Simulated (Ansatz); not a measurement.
Cubic perovskite LaAlO3 (cubic high-temperature phase) was calculated with PBE in Ansatz (plane waves, PAW).

Run with plane-wave cutoff 520 eV, 10×10×10 k mesh, Fermi–Dirac smearing 0.01 eV, scalar-relativistic PAW data made under PBE.

Response to compression and expansion:

```tsv
V (Å³/atom)	P (GPa)	direct gap at Γ (eV)	smallest gap on the k mesh (eV)
10.418	13.55	3.671	3.612
10.639	8.55	3.657	3.573
10.861	4.05	3.643	3.535
11.083	0.00	3.626	3.497
11.304	-3.64	3.609	3.461
11.526	-6.93	3.590	3.424
11.748	-9.88	3.570	3.389
```

The fundamental gap (3.50 eV at the equilibrium volume, with added k points) lies elsewhere than Γ–Γ.

Note: the relaxation could not lower the start's symmetry, so the cell can be a saddle point above a distorted one.

Spin–orbit coupling is not included.

Ansatz is a first-principles code.
